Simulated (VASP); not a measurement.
Set up this calculation in VASP 6.6.1, as the native input.

- Task: band structure
- Functional: PBE
- Potentials or basis: VASP PAW PBE potentials, release 64 (Mg, Sb)
- Cutoff: 520 eV
- k mesh: 9 × 9 × 5
- Occupations: gaussian, width 0.03 eV
- Spin: no spin polarisation
- Further INCAR settings: ALGO = Normal; EDIFF = 1e-06; NBANDS = 16

The structure of Mg3Sb2 lies in POSCAR:

```
Mg3Sb2                                  
1.0
    4.5546491309      0.0000000000     -0.0000000000
   -2.2773245654      3.9444418526      0.0000000000
    0.0000000000     -0.0000000000      7.1860071744
  Mg              Sb            
     3     2
Direct
     0.3333333332999970    0.6666666667000030    0.6325098387795526
     0.6666666667000030    0.3333333332999970    0.3674901612204475
     0.0000000000000000    0.0000000000000000    0.0000000000000000
     0.3333333332999970    0.6666666667000030    0.2237411491208762
     0.6666666667000030    0.3333333332999970    0.7762588508791237
```

These files were run (other wordings do the same):

INCAR

```
SYSTEM = Mg3Sb2
ALGO     = Normal         ! electronic algorithm
EDIFF    = 1E-6           ! SCF threshold, eV
ENCUT    = 520            ! plane-wave cutoff, eV
GGA      = PE             ! functional
ISIF     = 2              ! what is computed and relaxed
ISMEAR   = 0              ! smearing method
KPAR     = 4            
LASPH    = .TRUE.         ! aspherical terms in the spheres
LCHARG   = .FALSE.        ! write CHGCAR
LREAL    = .FALSE.        ! projectors in reciprocal space
LWAVE    = .FALSE.        ! write WAVECAR
NBANDS   = 16             ! bands
NELM     = 80             ! most SCF steps
PREC     = Accurate       ! precision mode
SIGMA    = 0.03           ! smearing width, eV
```

KPOINTS

```
k-points
0
G
  9 9 5
  0 0 0
```

KPOINTS_OPT

```
explicit points
213
Reciprocal
 0.0000000000  0.0000000000  0.0000000000 1
 0.0357142857  0.0000000000  0.0000000000 1
 0.0714285714  0.0000000000  0.0000000000 1
 0.1071428571  0.0000000000  0.0000000000 1
 0.1428571429  0.0000000000  0.0000000000 1
 0.1785714286  0.0000000000  0.0000000000 1
[... 205 lines left out ...]
 0.5000000000  0.0000000000  0.0403521400 1
 0.5000000000  0.0000000000 -0.0403521400 1
```

Potentials or basis: VASP PAW PBE potentials, release 64 (Mg, Sb).

Run with:

```sh
$ cat potpaw_PBE.64/Mg/POTCAR potpaw_PBE.64/Sb/POTCAR > POTCAR
$ mpirun -np 4 vasp_std > vasp.out
```

Results of the run:

```yaml
Pressure: 1.4 GPa
Largest_force: 0.024 eV/Å
Band_gap_on_the_k_mesh: 0.16 eV, indirect (least direct gap 1.14 eV)
Band_gap_along_the_path: 0.20 eV, indirect (least direct gap 1.14 eV)
```

Caveat: spin-orbit coupling is left out, which moves the levels of the heavy elements.

Run time: 51 s on 4 MPI ranks on AMD EPYC 9R45 (Zen 5), on a shared host, peak memory 0.34 GiB a rank.
